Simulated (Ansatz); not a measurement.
**A strain series on MgSe (rocksalt): isotropic on every length**

MgSe built on the rocksalt prototype, relaxed with r2SCAN in Ansatz, then strained (isotropic on every length; changes of length per length, axes as in the cell below) with the atoms relaxed again within the symmetry that is left. Space group Fm-3m (No. 225), cubic; a = 5.473 Å in the conventional setting, 20.49 Å³ an atom. Mg is surrounded by 6 Se at 2.74 Å; Se is surrounded by 6 Mg at 2.74 Å. The values are computed, spin-unpolarised, and not measurements.

```
CELL_PARAMETERS angstrom
0.00000 2.73627 2.73627
2.73627 0.00000 2.73627
2.73627 2.73627 0.00000
ATOMIC_POSITIONS crystal
Mg 0.00000 0.00000 0.00000
Se 0.50000 0.50000 0.50000
```

Gaps are the least over each mesh (PBE 8×8×8, r2SCAN 8×8×8, HSE06 6×6×6 when unstrained) and the special points, which keep their unstrained names; stress is the change from the unstrained cell, compression positive.

| strain (%) | gap, PBE (eV) | gap, r2SCAN (eV) | gap, HSE06 (eV) | edges, HSE06 | mean stress, r2SCAN (GPa) | energy rise, r2SCAN (meV/atom) |
| --- | --- | --- | --- | --- | --- | --- |
| -2.0 | 1.906 | 2.582 | 2.772 | Γ → X | +4.54 | 16.1 |
| -1.0 | 1.855 | 2.530 | 2.714 | Γ → X | +2.12 | 3.9 |
| 0.0 | 1.805 | 2.477 | 2.656 | Γ → X | 0.00 | 0.0 |
| +2.73 | 1.667 | 2.333 | 2.496 | Γ → X | -4.53 | 26.3 |
| +5.0 | 1.552 | 2.211 | 2.362 | Γ → X | -7.18 | 82.2 |
| +5.25 | 1.539 | 2.198 | 2.347 | Γ → X | -7.42 | 90.0 |

Between zero and the nearest strains the slope of the HSE06 gap against strain is -0.058 eV per percent for negative and -0.059 for positive strain.

The runs are scalar-relativistic, without spin-orbit coupling.

The meshes of the hybrids are coarse, so their gaps aren't converged to the digits shown.
